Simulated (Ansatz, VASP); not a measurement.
Two plane-wave programs on Sn

POSCAR

```
Sn
1.0
    0.0000000000      3.2547562903      3.2547562903
    3.2547562903      0.0000000000      3.2547562903
    3.2547562903      3.2547562903      0.0000000000
Sn
2
Direct
    0.7500000000      0.7500000000      0.7500000000
    0.5000000000      0.5000000000      0.5000000000
```

INCAR.step1

```
SYSTEM = Sn
ALGO = Normal ; EDIFF = 1E-4
ENCUT = 520 ; GGA = PE
ISMEAR = -1 ; LASPH = .True.
LCHARG = .False. ; LREAL = .False.
LWAVE = .True. ; NBANDS = 21
NELM = 80 ; PREC = Accurate
SIGMA = 0.05
```

The input INCAR.step2:

```
SYSTEM = Sn
ALGO = Normal ; EDIFF = 1E-6
ENCUT = 520 ; ISIF = 2
ISMEAR = -1 ; ISTART = 1
IVDW = 12 ; LASPH = .True.
LCHARG = .True. ; LELF = .True.
LMIXTAU = .True. ; LREAL = .False.
LVHAR = .True. ; LWAVE = .False.
METAGGA = R2SCAN ; NBANDS = 21
NELM = 80 ; PREC = Accurate
SIGMA = 0.05 ; VDW_A1 = 0.49484001
VDW_A2 = 5.73083694 ; VDW_S6 = 1.0
VDW_S8 = 0.78981345
```

The input KPOINTS:

```
k-points
0
Gamma
  7 7 7
  0 0 0
```

Contents of input.yaml:

```yaml
crystal:
  lattice:
    - [0.0, 3.2547562903, 3.2547562903]
    - [3.2547562903, 0.0, 3.2547562903]
    - [3.2547562903, 3.2547562903, 0.0]
  atoms:
    - { symbol: Sn, position: [0.75, 0.75, 0.75] }
    - { symbol: Sn, position: [0.5, 0.5, 0.5] }
hamiltonian:
  xc: r2scan
  pseudopotentials: { kind: paw }
  dispersion: d3bj
kpoints:
  mp_grid: { grid: [7, 7, 7] }
scf:
  occupations: { method: fermi_dirac, width: 0.05 }
output:
  forces: true
  stress: true
  eigenvalues: true
```

This isn't the form of Sn at room conditions, which is tetragonal (white tin).

Alike in both runs: task single point; functional r2SCAN; dispersion D3(BJ); k mesh 7 × 7 × 7; occupations fermi-dirac, width 0.05 eV; no spin polarisation.

|  | VASP | Ansatz |
| --- | --- | --- |
| version | VASP 6.6.1 | Ansatz 0.2.0 |
| potentials or method | VASP PAW PBE potentials, release 64 (Sn_d) | Ansatz PAW |
| plane-wave cutoff (eV) | 520 | 500 |
| valence electrons in the cell | 28 | 28 |

```tsv
	VASP	Ansatz	Ansatz less VASP
gap on the k mesh at the Fermi level (eV)	none	none	-
pressure (GPa)	0.5	0.6	+0.03
dispersion energy (meV/atom)	-144.9	-145.0	-0.09
```

A gap of «none» marks a metal or a gap that the smearing closes.

Caveats: pairwise dispersion overbinds metals, which lowers pressure and volume; the PAW data sets were made with another functional, which shifts forces and pressure a little (VASP); the PAW data sets come from PBE, with cores solved anew for the run's functional, which leaves a small shift of forces and pressure (Ansatz); the dispersion damping was fitted for another functional or another form of the correction (Ansatz).
